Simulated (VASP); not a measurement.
Set up this calculation in VASP 6.6.1, as the native input.

* Task: relaxation of cell and atoms
* Functional: revPBE
* Potentials or basis: VASP PAW PBE potentials, release 64 (Mo_sv, Se)
* Cutoff: 600 eV
* k mesh: 9 × 9 × 2
* Occupations: fermi-dirac, width 0.05 eV
* Spin: no spin polarisation
* Further INCAR settings: ALGO = Fast; EDIFF = 1e-06; IBRION = 2; EDIFFG = -0.02; NSW = 60; ISIF = 3

The structure of MoSe2 lies in POSCAR:

```
MoSe2
1.0
    3.2880000000      0.0000000000      0.0000000000
   -1.6440000000      2.8474915276      0.0000000000
    0.0000000000      0.0000000000     12.9000000000
Mo Se
2 4
Direct
    0.6666666667      0.3333333333      0.7500000000
    0.3333333333      0.6666666667      0.2500000000
    0.6666666667      0.3333333333      0.3750000000
    0.3333333333      0.6666666667      0.8750000000
    0.6666666667      0.3333333333      0.1250000000
    0.3333333333      0.6666666667      0.6250000000
```

One way to write it, as run:

INCAR

```
ALGO = Fast
EDIFF = 1E-6
EDIFFG = -0.02
ENCUT = 600
GGA = RE
IBRION = 2
ISIF = 3
ISMEAR = -1
LASPH = T
LCHARG = F
LREAL = F
LWAVE = F
NELM = 80
NSW = 60
PREC = Accurate
SIGMA = 0.05
```

KPOINTS

```
k-points
0
Gamma
  9 9 2
```

Potentials or basis: VASP PAW PBE potentials, release 64 (Mo_sv, Se).

The run is started by

```bash
$ cat potpaw_PBE.64/Mo_sv/POTCAR potpaw_PBE.64/Se/POTCAR > POTCAR
$ mpirun -np 1 vasp_std > vasp.out
```

It gave:

The relaxed volume is 26.37 Å³/atom, the relaxed cell is a = 3.341 Å, b = 3.341 Å, c = 16.364 Å, α = 90.00°, β = 90.00°, γ = 120.00° and the space group after relaxing (to 0.05 Å) is P6_3/mmc (No. 194). The energy gained by relaxing is 76.6 meV/atom, the ionic steps are 17 and the pressure after relaxing is 0.0 GPa. The largest force after relaxing is 0.017 eV/Å. The band gap on the k mesh is 1.39 eV, direct.

Caveat: the volume moved by over 15 % at a fixed basis, so the end points are rough; the PAW data sets were made with another functional, which shifts forces and pressure a little; an odd mesh through Γ misses points on the zone boundary, where band edges often lie; this functional lacks dispersion, which binds the layers, so the pressure and a relaxed spacing across them are unreliable, and here the layers came unbound; the volume moved by +31 % from the deposited cell, more than functionals usually miss.

It took 20 min on 1 thread of Intel(R) Xeon(R) 6975P-C (Granite Rapids) (shared host), peak memory 0.35 GiB.
